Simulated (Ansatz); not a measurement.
Crystal: BaTiO3.

```
CELL_PARAMETERS angstrom
4.53388 -2.93796 -2.84449
-4.17915 -2.17324 2.57872
-4.67624 2.67138 -2.77803
ATOMIC_POSITIONS crystal
Ba 0.99294 0.49864 0.49912
Ba 0.99812 0.99664 0.00014
Ti 0.49527 0.25090 0.73929
Ti 0.49333 0.75158 0.24081
O 0.51082 0.50216 0.01063
O 0.51041 0.00231 0.50870
O 0.49548 0.49574 0.49913
O 0.49557 0.99266 0.99920
O 0.01119 0.00687 0.50887
O 0.00442 0.50250 0.00167
```

| Quantity | Value |
| --- | --- |
| Program | Ansatz 0.2.0 |
| Task | relaxation of cell and atoms |
| Functional | PBE |
| Potentials or basis | Ansatz PAW |
| Cutoff | 420 eV (not typed: the program's choice for these potentials) |
| k mesh | 7 × 7 × 6 |
| Occupations | fermi-dirac, width 0.05 eV |
| Spin | no spin polarisation |
| Hubbard terms | Ti d U = 1 eV |

At the start: volume 12.63 Å³/atom.

Problem. Where does the relaxation end?

Solution. It ends after 21 steps and the volume is 13.37 Å³/atom (+5.8 %); space group R3m (No. 160, to 0.05 Å).

Step by step:
```csv
step,energy change (eV),largest force (eV/Å),volume (Å³)
1,0.0000,1.0480,126.34
2,-1.4777,0.5891,130.48
3,-2.5334,0.3668,130.84
4,-3.0160,0.3519,129.96
5,-3.0202,0.8443,132.95
6,-3.0636,0.0263,133.29
7,-3.0671,0.0045,132.60
8,-3.0670,0.0011,132.63
9,-3.2483,0.0050,132.63
10,-3.2742,0.0189,133.51
11,-3.2743,0.0043,133.85
12,-3.2750,0.0025,133.77
13,-3.2754,0.0077,133.67
14,-3.2753,0.0002,133.71
15,-3.2816,0.0004,133.71
16,-3.2825,0.0013,133.68
17,-3.2823,0.0063,133.74
18,-3.2825,0.0003,133.68
19,-3.2826,0.0004,133.68
20,-3.2827,0.0005,133.68
21,-3.2827,0.0005,133.68
```

Final structure:
```
CELL_PARAMETERS angstrom
4.05479 -2.86281 -2.86280
-4.05376 -2.85914 2.85717
-4.07461 2.85573 -2.88556
ATOMIC_POSITIONS crystal
Ba 0.99182 0.49508 0.48751
Ba 0.99182 0.99508 0.98751
Ti 0.47834 0.23795 0.71745
Ti 0.47834 0.73795 0.21745
O 0.50757 0.50896 0.01633
O 0.50757 0.00896 0.51633
O 0.50805 0.49925 0.51621
O 0.50805 0.99925 0.01621
O 0.01799 0.00877 0.51628
O 0.01799 0.50877 0.01628
```

Caveat: the electronic state changed during the relaxation; the plane-wave basis is chosen anew once the cell has moved, so the energies of steps on either side of that aren't comparable; the pressure holds a Pulay correction of +0.5 GPa for the finite cutoff.
